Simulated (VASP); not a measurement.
The system is PbSe.

```
Pb Se
1.0
     0.00000    3.09082    3.09082
     3.09082    0.00000    3.09082
     3.09082    3.09082    0.00000
Pb Se
1 1
Direct
  0.00000 0.00000 0.00000
  0.50000 0.50000 0.50000
```

The cell is a database's computed one.

```yaml
Program: VASP 6.6.1
Task: relaxation of cell and atoms
Functional: LDA
Potentials_or_basis: VASP PAW LDA potentials, release 64 (Pb_d, Se)
Cutoff: 300 eV
k_mesh: 5 × 5 × 5
Occupations: gaussian, width 0.02 eV
Spin: no spin polarisation
```

At the start: pressure -3.8 GPa; volume 29.53 Å³/atom.

Q: Where does the relaxation end?

A: Over 3 steps the energy falls by 28.5 meV/atom and the volume is 27.31 Å³/atom (-7.5 %); space group Fm-3m (No. 225, to 0.05 Å).

Step by step:
```
step  energy change (eV)  largest force (eV/Å)  pressure (GPa)  volume (Å³)
   1              0.0000                0.0000           -3.85        59.05
   2             -0.0498                0.0000            1.67        53.20
   3             -0.0571                0.0000            0.01        54.63
```

Final structure:
```cif
data_structure
_symmetry_space_group_name_H-M 'P 1'
_symmetry_Int_Tables_number 1
_cell_length_a 4.2591
_cell_length_b 4.2591
_cell_length_c 4.2591
_cell_angle_alpha 60.000
_cell_angle_beta 60.000
_cell_angle_gamma 60.000
_cell_volume 54.63
loop_
_atom_site_label
_atom_site_type_symbol
_atom_site_fract_x
_atom_site_fract_y
_atom_site_fract_z
_atom_site_occupancy
Pb1 Pb 0.00000 0.00000 0.00000 1
Se1 Se 0.50000 0.50000 0.50000 1
```
